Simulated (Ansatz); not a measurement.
# BaTiO3: band gap and smallest direct gap on path against volume per atom

Periodic Kohn-Sham DFT of a crystal at fixed atoms; Kohn-Sham levels at symmetry points; band -1 is the highest filled and +1 the lowest empty one at that point, spin up along a +z start moment. The results are calculated, by Ansatz 0.2.0.

Cell of the first row (space group Pm-3m, No. 221):
```
BaTiO3
1.0
      3.9255     0.0000     0.0000
      0.0000     3.9255     0.0000
      0.0000     0.0000     3.9255
Ba Ti O
1 1 3
Direct
  0.50000 0.50000 0.50000
  0.00000 0.00000 0.00000
  0.50000 0.00000 0.00000
  0.00000 0.50000 0.00000
  0.00000 0.00000 0.50000
```

Settings of every row: method all-electron LAPW; functional PBE; relativity scalar; k mesh 8x8x8; filling fermi-dirac; smearing width 0.05 eV; basis error target 1 meV/atom; nucleus gaussian.

Atom start moment: 0 on all atoms.

Limits: no spin-orbit coupling on heavy atoms; run without spin polarisation, so a magnetic state may lie lower; semilocal functionals tend to give too small a gap; atoms stay on their symmetric sites, though polar or tilted forms of a perovskite may lie lower.

| row | volume per atom (Å³) | band gap (eV) | smallest direct gap on path (eV) |
| --- | --- | --- | --- |
| 1 | 12.098 | 1.928 | 1.968 |
| 2 | 12.355 | 1.884 | 1.95 |
| 3 | 12.613 | 1.84 | 1.93 |
| 4 | 12.742 | 1.818 | 1.919 |
| 5 | 12.87 | ? | ? |
| 6 | 12.999 | 1.776 | 1.897 |
| 7 | 13.128 | 1.754 | 1.885 |
| 8 | 13.385 | 1.713 | 1.861 |
| 9 | 13.642 | 1.672 | 1.836 |

Question: what band gap and smallest direct gap on path should row 5 give?

Worked fit of band gap. Take t = volume per atom − 13, in Å³. The shown rows have t = -0.902, -0.645, -0.387, -0.258, -0.001, 0.128, 0.385, 0.642. Least squares give band gap = 1.7754 − 0.1645 × t + 0.0053 × t² eV; a straight line predicts inner rows, each left out in turn, worse (root mean square 0.0011 against 0.00039 eV). All shown rows lie on it to the printed digit. The withheld row has t = -0.13, so the fit gives 1.7754 − 0.1645 × (-0.13) + 0.0053 × (-0.13)² = 1.797 eV.

The calculation gave 1.797 eV. The fit meets it to the printed digit.

Worked fit of smallest direct gap on path. Take t = volume per atom − 13, in Å³. The shown rows have t = -0.902, -0.645, -0.387, -0.258, -0.001, 0.128, 0.385, 0.642. Least squares give smallest direct gap on path = 1.8969 − 0.0886 × t − 0.0104 × t² eV; a straight line predicts inner rows, each left out in turn, worse (root mean square 0.002 against 0.00036 eV). All shown rows lie on it to the printed digit. The withheld row has t = -0.13, so the fit gives 1.8969 − 0.0886 × (-0.13) − 0.0104 × (-0.13)² = 1.908 eV.

The calculation gave 1.908 eV. The fit meets it to the printed digit.
